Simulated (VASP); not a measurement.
Wanted: the native input for a VASP 6.6.1 run.

```
Task                   : single point
Functional             : LDA
Potentials or basis    : VASP PAW LDA potentials, release 64 (Ca_sv)
Cutoff                 : 520 eV
k mesh                 : 7 × 7 × 7
Occupations            : fermi-dirac, width 0.1 eV
Spin                   : no spin polarisation
Dipole correction      : no
Further INCAR settings : ALGO = Normal; EDIFF = 1e-07; NBANDS = 11
```

The structure of Ca lies in POSCAR:

```
Ca
1.0
   -2.2249659900      2.2249659900      2.2249659900
    2.2249659900     -2.2249659900      2.2249659900
    2.2249659900      2.2249659900     -2.2249659900
Ca
1
Direct
    0.0000000000      0.0000000000      0.0000000000
```

This isn't the form of Ca at room conditions, which is fcc.

These files were run (other wordings do the same):

INCAR

```
PREC = Accurate
ENCUT = 520
EDIFF = 1E-7
ISMEAR = -1
SIGMA = 0.1
LREAL = False
LASPH = True
NELM = 80
ALGO = Normal
ISIF = 2
LWAVE = False
LCHARG = True
LELF = True
LVHAR = True
NBANDS = 11
```

KPOINTS

```
Automatic mesh
0
Gamma
  7 7 7
```

Potentials or basis: VASP PAW LDA potentials, release 64 (Ca_sv).

Command:

```bash
$ cat potpaw_LDA.64/Ca_sv/POTCAR > POTCAR
$ mpirun -np 1 vasp_std > vasp.out
```

Results of the run:

| Item | Value |
| --- | --- |
| Pressure | -2.2 GPa |
| Band gap on the k mesh | none (metal or under the smearing width) |

Wall time 5.9 s on 1 thread of AMD EPYC 9R45 (Zen 5), with other jobs on the host, peak memory 0.11 GiB.
